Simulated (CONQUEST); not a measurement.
# KCl (Sylvite) (P1) in CONQUEST: convergence with k mesh

Aim: find how far k mesh must go before the results for KCl (Sylvite) settle, at PBE. This setting moves, with any that are tied to it; all else stays.

All numbers are computed with CONQUEST 1.3; they aren't measurements. Logs are shortened: lines on timing, memory, paths and dates and some standing lists are left out, and cuts for length are marked.

### 1 The cell of the first run

The typed cell holds 4 atoms: a = 4.450 Å, b = 4.450 Å, c = 6.293 Å, α = 90.00°, β = 90.00°, γ = 90.00°.

The cell isn't the ideal one: atoms moved at random.

### 2 With k mesh 1 × 1 × 1

Conquest_input reads:

```
IO.Title KCl
IO.Coordinates coords.dat
IO.FractionalAtomicCoords T
IO.Iprint 2
IO.Iprint_init 1
General.NumberOfSpecies 2
General.PseudopotentialType hamann
AtomMove.TypeOfRun static
AtomMove.FullStress T
Grid.GridCutoff 120
DM.SolutionMethod diagon
Diag.MPMesh T
Diag.GammaCentred T
Diag.MPMeshX 1
Diag.MPMeshY 1
Diag.MPMeshZ 1
Diag.kT 0.00183747
minE.SCTolerance 1e-6
SC.MaxIters 100
IO.AtomChargeOutput T
%block ChemicalSpeciesLabel
1 39.100 K
2 35.450 Cl
%endblock
```

coords.dat reads:

```
    8.4088665504     0.0000000000     0.0000000000
    0.0000000000     8.4088665504     0.0000000000
    0.0000000000     0.0000000000    11.8919331187
4
  0.4983695000   0.4884825000   0.5003415000 1 T T T
  0.9983695000   0.9884825000   0.0003415000 1 T T T
  0.4981985000   0.4904645000   0.9925615000 2 T T T
  0.9981985000   0.9904645000   0.4925615000 2 T T T
```

Potentials or basis: PseudoDojo NC PBE, DZP, grid cutoff 120 Ha.

On the command line:

```bash
$ OMP_NUM_THREADS=1 Conquest
```

What it wrote:

```text
Simulation cell dimensions:     8.4089 a0 x     8.4089 a0 x    11.8919 a0

      Atomic coordinates (a0)
         Atom         X         Y         Z  Species
            1    4.1907    4.1076    5.9500        1
            2    8.3952    8.3120    0.0041        1
            3    4.1893    4.1243   11.8035        2
            4    8.3937    8.3287    5.8575        2

         Monkhorst-Pack mesh:   1 x   1 x   1 gamma-centred
        This calculation includes non-local pseudopotentials,
         with a maximum core radius of     11.52907648

    Job title: KCl
    Job to be run: static calculation

[... 5 lines left out ...]
      Using Fermi-Dirac smearing

    Integration grid size:     48 x   48 x   60

    Integration grid spacing:  0.175 a0 x 0.175 a0 x 0.198 a0

    Number of species:  2
    --------------------------------------------------------
    |   #  mass (au)  Charge (e)  SF Rad (a0)  NSF  Label  |
    --------------------------------------------------------
    |   1     39.100       9.000       11.892   14  K      |
    |   2     35.450       7.000        5.946   13  Cl     |
    --------------------------------------------------------
          SCF tolerance:                 0.00000100
          SCF iterations:               100

    The functional used will be GGA PBE96

           radial cut-off to be used is taken to be max PAO cut-off radius for this species:   11.529076

           greatest ang. mom. for making density from PAOs:  2

           radial cut-off to be used is taken to be max PAO cut-off radius for this species:    5.590663

           greatest ang. mom. for making density from PAOs:  2
    Minimum blocs/proc is     2160. Maximum blocs/proc is     2160
    set_atom_dens: In set_atomic_density, electrons :      32.000000000000
 matrix_size & matrix_size_padH =           54          54

    Screened ion int: energy:     -70.381409978874 Ha

    new_SC_potl: Starting.  Tolerance:  0.10000E-05

    PulayMixSC: Starting Pulay mixing, A_up =  0.500 A_dn =  0.500
    PulayMixSC: Spin non-polarised calculation.
          Harris-Foulkes Energy            :       -93.099173408922610 Ha
          (TS=0 as O(N) or entropic contribution is negligible)
          DFT Total Energy                 :       -93.036311622507469 Ha
          Total number of electrons        :        31.999999999999961
    PulayMixSC: Pulay iteration     1 residual:              0.27587E-02
          Harris-Foulkes Energy            :       -93.067206378502576 Ha
          (TS=0 as O(N) or entropic contribution is negligible)
          DFT Total Energy                 :       -93.068842195287999 Ha
          Total number of electrons        :        31.999981636787201
    PulayMixSC: Pulay iteration     2 residual:              0.99892E-03
          Harris-Foulkes Energy            :       -93.068588313717981 Ha
          (TS=0 as O(N) or entropic contribution is negligible)
          DFT Total Energy                 :       -93.068950947395365 Ha
          Total number of electrons        :        31.999962144487192
    PulayMixSC: Pulay iteration     3 residual:              0.58503E-03
          Harris-Foulkes Energy            :       -93.068970409107195 Ha
          (TS=0 as O(N) or entropic contribution is negligible)
          DFT Total Energy                 :       -93.068968848991517 Ha
          Total number of electrons        :        31.999937190491362
    PulayMixSC: Pulay iteration     4 residual:              0.25954E-04
          Harris-Foulkes Energy            :       -93.068969369918889 Ha
          (TS=0 as O(N) or entropic contribution is negligible)
          DFT Total Energy                 :       -93.068969316315219 Ha
          Total number of electrons        :        31.999936755713073
    PulayMixSC: Pulay iteration     5 residual:              0.47836E-05
          Harris-Foulkes Energy            :       -93.068969350680561 Ha
          (TS=0 as O(N) or entropic contribution is negligible)
          DFT Total Energy                 :       -93.068969338768568 Ha
          Total number of electrons        :        31.999936763697651
    PulayMixSC: Pulay iteration     6 residual:              0.27967E-05
          Harris-Foulkes Energy            :       -93.068969346709437 Ha
          (TS=0 as O(N) or entropic contribution is negligible)
          DFT Total Energy                 :       -93.068969346644309 Ha
          Total number of electrons        :        31.999936835160494
    PulayMixSC: Pulay iteration     7 residual:              0.13689E-06
    PulayMixSC: Reached SCF tolerance of  0.13689E-06 after      7 iterations
      | Number of electrons      =        31.999937
      |* band energy as 2Tr[K.H] =       -20.211113265172408 Ha
      |  screened ion-ion energy =       -70.381409978873847 Ha
      |  Ha correction           =        -0.465237322450459 Ha
      |  XC correction           =        -2.011209635666064 Ha
      |* Harris-Foulkes energy   =       -93.068969346709437 Ha
      |* DFT total energy        =       -93.068969346644309 Ha
      |  estimated accuracy      =        -0.000000000065128 Ha

    force: Forces on atoms (Ha/a0)
    force:  Atom   X              Y              Z
    force:     1   0.0000723663  -0.0001431280  -0.0002498264
    force:     2   0.0000723663  -0.0001431280  -0.0002498264
    force:     3  -0.0002490734   0.0003284423   0.0006521939
    force:     4  -0.0002490734   0.0003284423   0.0006521939

    force: Maximum force :        0.00065219(Ha/a0) on atom         4 in z direction
    force: Force Residual:        0.00058455 Ha/a0
    force: Total stress:         -9.89176130    -0.01978625    -0.00070857 GPa
                            -0.01978625    -9.99547320     0.00521314
                            -0.00070857     0.00521314    -5.91061213
    force: Average pressure:      8.59928221 GPa

    force: Finished force
    get_E_and_F: Change in energy during last step of electronic optimisation:  0.39711E-08

    BIBLIOGRAPHY: Please consider citing the following references in the conquest.bib file

    CONQUEST:         Bowler2002pt, Miyazaki2004, Nakata2020
    Basis:            Bowler2019
    DM:               Bowler:2006xr
    Pseudopotentials: Hamann2013, Bowler2019
    XC functional:    Perdew1996
```

Run time: 59 s. Hardware: 1 thread of Intel Xeon at 2.60GHz (Ice Lake), shared host; peak memory 1.3 GiB.

Results:

```
Free energy            : -2532.5357 eV
Pressure               : 8.6 GPa
Largest force          : 0.040 eV/Å
Band gap on the k mesh : 4.79 eV
Mulliken charges       : K +0.66; Cl -0.66 e
```

### 3 With k mesh 2 × 2 × 1

Edit Conquest_input of step 2 so:

```diff
@@ -13,4 +13,4 @@
 Diag.GammaCentred T
-Diag.MPMeshX 1
-Diag.MPMeshY 1
+Diag.MPMeshX 2
+Diag.MPMeshY 2
 Diag.MPMeshZ 1
```

coords.dat is that of step 2.

Potentials or basis: PseudoDojo NC PBE, DZP, grid cutoff 120 Ha.

On the command line:

```bash
$ OMP_NUM_THREADS=1 Conquest
```

Run time: 60 s. Hardware: 1 thread of Intel Xeon at 2.60GHz (Ice Lake), shared host; peak memory 1.3 GiB.

Results:

| Property | Result |
| --- | --- |
| Free energy | -2534.9446 eV |
| Pressure | 2.7 GPa |
| Largest force | 0.086 eV/Å |
| Band gap on the k mesh | 5.17 eV |
| Mulliken charges | K +0.50; Cl -0.50 e |

### 4 With k mesh 2 × 2 × 2

Edit Conquest_input of step 3 so:

```diff
@@ -15,3 +15,3 @@
 Diag.MPMeshY 2
-Diag.MPMeshZ 1
+Diag.MPMeshZ 2
 Diag.kT 0.00183747
```

coords.dat is that of step 3.

On the command line:

```bash
$ OMP_NUM_THREADS=1 Conquest
```

Run time: 61 s. Hardware: 1 thread of Intel Xeon at 2.60GHz (Ice Lake), shared host; peak memory 1.3 GiB.

What came out:

* Free energy: -2535.4336 eV
* Pressure: 1.1 GPa
* Largest force: 0.081 eV/Å
* Band gap on the k mesh: 5.24 eV
* Mulliken charges: K +0.47; Cl -0.47 e

### 5 With k mesh 3 × 3 × 2

Edit Conquest_input of step 4 so:

```diff
@@ -13,4 +13,4 @@
 Diag.GammaCentred T
-Diag.MPMeshX 2
-Diag.MPMeshY 2
+Diag.MPMeshX 3
+Diag.MPMeshY 3
 Diag.MPMeshZ 2
```

coords.dat is that of step 4.

On the command line:

```bash
$ OMP_NUM_THREADS=1 Conquest
```

It took 60 s on 1 thread of Intel Xeon at 2.60GHz (Ice Lake), shared host; peak memory 1.3 GiB.

What came out:

| Item | Value |
| --- | --- |
| Free energy | -2535.4841 eV |
| Pressure | 0.9 GPa |
| Largest force | 0.082 eV/Å |
| Band gap on the k mesh | 5.25 eV |
| Mulliken charges | K +0.46; Cl -0.46 e |

### 6 With k mesh 4 × 4 × 3

Edit Conquest_input of step 5 so:

```diff
@@ -13,5 +13,5 @@
 Diag.GammaCentred T
-Diag.MPMeshX 3
-Diag.MPMeshY 3
-Diag.MPMeshZ 2
+Diag.MPMeshX 4
+Diag.MPMeshY 4
+Diag.MPMeshZ 3
 Diag.kT 0.00183747
```

coords.dat is that of step 5.

Potentials or basis: PseudoDojo NC PBE, DZP, grid cutoff 120 Ha.

On the command line:

```bash
$ OMP_NUM_THREADS=1 Conquest
```

It took 66 s on 1 thread of Intel Xeon at 2.60GHz (Ice Lake), shared host; peak memory 1.3 GiB.

It converged, with:

| Item | Value |
| --- | --- |
| Free energy | -2535.4914 eV |
| Pressure | 0.8 GPa |
| Largest force | 0.082 eV/Å |
| Band gap on the k mesh | 5.26 eV |
| Mulliken charges | K +0.46; Cl -0.46 e |

### 7 With k mesh 5 × 5 × 3

Edit Conquest_input of step 6 so:

```diff
@@ -13,4 +13,4 @@
 Diag.GammaCentred T
-Diag.MPMeshX 4
-Diag.MPMeshY 4
+Diag.MPMeshX 5
+Diag.MPMeshY 5
 Diag.MPMeshZ 3
```

coords.dat is that of step 6.

On the command line:

```bash
$ OMP_NUM_THREADS=1 Conquest
```

Wall time 67 s (1 thread of Intel Xeon at 2.60GHz (Ice Lake), shared host); peak memory 1.3 GiB.

Results (log left out):

```yaml
Free_energy: -2535.4916 eV
Pressure: 0.8 GPa
Largest_force: 0.082 eV/Å
Band_gap_on_the_k_mesh: 5.26 eV
Mulliken_charges: K +0.46; Cl -0.46 e
```

### 8 With k mesh 5 × 5 × 4

Edit Conquest_input of step 7 so:

```diff
@@ -15,3 +15,3 @@
 Diag.MPMeshY 5
-Diag.MPMeshZ 3
+Diag.MPMeshZ 4
 Diag.kT 0.00183747
```

coords.dat is that of step 7.

On the command line:

```bash
$ OMP_NUM_THREADS=1 Conquest
```

Run time: 74 s. Hardware: 1 thread of Intel Xeon at 2.60GHz (Ice Lake), shared host; peak memory 1.3 GiB.

The run converged. Its results:

```
Free energy            : -2535.4917 eV
Pressure               : 0.8 GPa
Largest force          : 0.082 eV/Å
Band gap on the k mesh : 5.26 eV
Mulliken charges       : K +0.46; Cl -0.46 e
```

### 9 With k mesh 6 × 6 × 4

Edit Conquest_input of step 8 so:

```diff
@@ -13,4 +13,4 @@
 Diag.GammaCentred T
-Diag.MPMeshX 5
-Diag.MPMeshY 5
+Diag.MPMeshX 6
+Diag.MPMeshY 6
 Diag.MPMeshZ 4
```

coords.dat is that of step 8.

Potentials or basis: PseudoDojo NC PBE, DZP, grid cutoff 120 Ha.

On the command line:

```bash
$ OMP_NUM_THREADS=1 Conquest
```

Run time: 86 s. Hardware: 1 thread of Intel Xeon at 2.60GHz (Ice Lake), shared host; peak memory 1.3 GiB.

It converged, with:

```
Free energy            : -2535.4917 eV
Pressure               : 0.8 GPa
Largest force          : 0.082 eV/Å
Band gap on the k mesh : 5.26 eV
Mulliken charges       : K +0.46; Cl -0.46 e
```

### 10 With k mesh 8 × 8 × 5

Edit Conquest_input of step 9 so:

```diff
@@ -13,5 +13,5 @@
 Diag.GammaCentred T
-Diag.MPMeshX 6
-Diag.MPMeshY 6
-Diag.MPMeshZ 4
+Diag.MPMeshX 8
+Diag.MPMeshY 8
+Diag.MPMeshZ 5
 Diag.kT 0.00183747
```

coords.dat is that of step 9.

On the command line:

```bash
$ OMP_NUM_THREADS=1 Conquest
```

Run time: 1.9 min. Hardware: 1 thread of Intel Xeon at 2.60GHz (Ice Lake), shared host; peak memory 1.3 GiB.

It converged, with:

```
Free energy            : -2535.4918 eV
Pressure               : 0.8 GPa
Largest force          : 0.082 eV/Å
Band gap on the k mesh : 5.26 eV
Mulliken charges       : K +0.46; Cl -0.46 e
```

### 11 With k mesh 9 × 9 × 6

Edit Conquest_input of step 10 so:

```diff
@@ -13,5 +13,5 @@
 Diag.GammaCentred T
-Diag.MPMeshX 8
-Diag.MPMeshY 8
-Diag.MPMeshZ 5
+Diag.MPMeshX 9
+Diag.MPMeshY 9
+Diag.MPMeshZ 6
 Diag.kT 0.00183747
```

coords.dat is that of step 10.

On the command line:

```bash
$ OMP_NUM_THREADS=1 Conquest
```

Wall time 2.3 min (1 thread of Intel Xeon at 2.60GHz (Ice Lake), shared host); peak memory 1.3 GiB.

The run converged. Its results:

| Quantity | Value |
| --- | --- |
| Free energy | -2535.4918 eV |
| Pressure | 0.8 GPa |
| Largest force | 0.082 eV/Å |
| Band gap on the k mesh | 5.26 eV |
| Mulliken charges | K +0.46; Cl -0.46 e |

### 12 The series at a glance

| k mesh | energy less the tightest run, at zero smearing (meV/atom) | pressure (GPa) | largest force (eV/Å) | gap on the mesh (eV) | SCF cycles | CPU time (s) | peak memory (GiB) |
| --- | --- | --- | --- | --- | --- | --- | --- |
| 1 × 1 × 1 | 739.02 | 8.60 | 0.040 | 4.789 | 7 | 59 | 1.3 |
| 2 × 2 × 1 | 136.79 | 2.65 | 0.086 | 5.171 | 7 | 60 | 1.3 |
| 2 × 2 × 2 | 14.54 | 1.09 | 0.081 | 5.242 | 6 | 61 | 1.3 |
| 3 × 3 × 2 | 1.90 | 0.89 | 0.082 | 5.254 | 6 | 60 | 1.3 |
| 4 × 4 × 3 | 0.09 | 0.84 | 0.082 | 5.255 | 6 | 66 | 1.3 |
| 5 × 5 × 3 | 0.03 | 0.84 | 0.082 | 5.255 | 6 | 67 | 1.3 |
| 5 × 5 × 4 | 0.01 | 0.84 | 0.082 | 5.255 | 6 | 74 | 1.3 |
| 6 × 6 × 4 | 0.00 | 0.84 | 0.082 | 5.255 | 6 | 86 | 1.3 |
| 8 × 8 × 5 | 0.00 | 0.84 | 0.082 | 5.255 | 6 | 110 | 1.3 |
| 9 × 9 × 6 | 0.00 | 0.84 | 0.082 | 5.255 | 6 | 140 | 1.3 |

Against the tightest run, the energy stays within 1 meV/atom from 4 × 4 × 3 on; the pressure stays within 0.1 GPa from 3 × 3 × 2 on; the largest force stays within 0.005 eV/Å from 2 × 2 × 1 on; the gap on the mesh stays within 0.01 eV from 3 × 3 × 2 on. Meshes of other sizes hit other points, so gaps and Fermi surfaces needn't settle smoothly. The tightest run that finished is the yardstick and may itself not be fully converged.

Caveats: an odd mesh through Γ misses points on the zone boundary, where band edges often lie; the basis of atomic orbitals isn't converged, which shifts pressures, moduli and gaps.
